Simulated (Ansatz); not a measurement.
**Notes on BaTiO3**

```
Ba Ti O
1.0
     4.00770    0.00000    0.00000
     0.00000    8.01540    0.00000
     0.00000    0.00000    4.02594
Ba Ti O
2 2 6
Direct
  0.00000 0.00000 0.00000
  0.00000 0.50000 0.00000
  0.50000 0.25000 0.49000
  0.50000 0.75000 0.49000
  0.50000 0.25000 0.01900
  0.50000 0.75000 0.01900
  0.50000 0.00000 0.51700
  0.50000 0.50000 0.51700
  0.00000 0.25000 0.51700
  0.00000 0.75000 0.51700
```

Method: r2SCAN, no spin polarisation; PAW, plane waves to 500 eV, 6×3×6 Γ-centred mesh, fermi-dirac occupations (width 0.1 eV) (Ansatz 0.2.0), atoms fixed.

**Question.** Which atom feels the largest force, and which way?

**Answer.** The largest is on O5 (and as large on other atoms): 0.43 eV/Å, components (0.00, 0.00, 0.43). It makes 0° with the line to a nearest neighbour, Ti3 at 1.90 Å, pointing towards it.

**Question.** What is the band gap?

**Answer.** The gap is 2.17 eV, indirect (the least direct gap found is 2.42 eV).

**Question.** What is the formation energy?

**Answer.** -3.40 eV an atom against the elements' usual phases (free molecules for gases, crystals otherwise, with no correction for O₂ or N₂), so it is bound against them; other compounds may still compete. Relaxing would lower it.

**Question.** What do density and ELF say about some of the short contacts?

**Answer.** Ti–O at 1.90 Å: least valence density 0.83 e/Å³ and ELF 0.23 there. Ba–O at 2.79 Å: least valence density 0.18 e/Å³ and ELF 0.08 there, a closed-shell (ionic or weak) contact. Both are smooth PAW fields, read partly inside the augmentation spheres.

**Question.** What is the character of the valence top and the conduction bottom?

**Answer.** Within 0.7 eV of the edges, the states project mainly on O p (95 %) below the gap and on Ti d (89 %) above it.

**Question.** Is the cell too large or too small?

**Answer.** The pressure is -1.8 GPa (compression positive), so with the atoms held at these fractions the cell would first shrink.

Origin: a database entry at a rescaled volume.
